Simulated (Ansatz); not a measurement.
# MoSe2 (P6_3/mmc) in Ansatz: equation of state

How stiff is MoSe2 in PBEsol, and what volume does it want? The cell is scaled to several volumes.

Program: Ansatz 0.2.0. These are calculated values, not measurements. Logs are shortened: lines on timing, memory, paths and dates and some standing lists are left out, and cuts for length are marked.

### 1 The crystal as given

Symmetry: P6_3/mmc, No. 194, hexagonal system. Conventional cell: a = 3.288 Å, b = 3.288 Å, c = 12.900 Å, α = 90.00°, β = 90.00°, γ = 120.00°. Mo (site symmetry -6m2) is surrounded by 6 Se at 2.49 Å. Se (site symmetry 3m) is surrounded by 3 Mo at 2.49 Å.

### 2 Equation of state, PBEsol

Potentials or basis: all-electron LAPW, scalar-relativistic.

No new run: the results of the series are fitted here.

What came out:

| Item | Value |
| --- | --- |
| Equilibrium volume | 20.61 Å³/atom |
| Bulk modulus at fixed shape and positions | 128 GPa |
| Pressure derivative of the bulk modulus | 4.4 |

Energy against volume, from the lowest point:
```
volume (Å³/atom)  energy (meV/atom)
          18.922              64.66
          19.324              36.06
          19.727              16.34
          20.129               4.59
          20.532               0.00
          20.935               1.85
          21.337               9.49
```

Caveat: the cell was scaled at fixed shape and fractional positions, which overstates the stiffness of a crystal with free parameters, most of all of layers and chains; this functional lacks dispersion, which binds the layers, so the pressure and a relaxed spacing across them are unreliable.
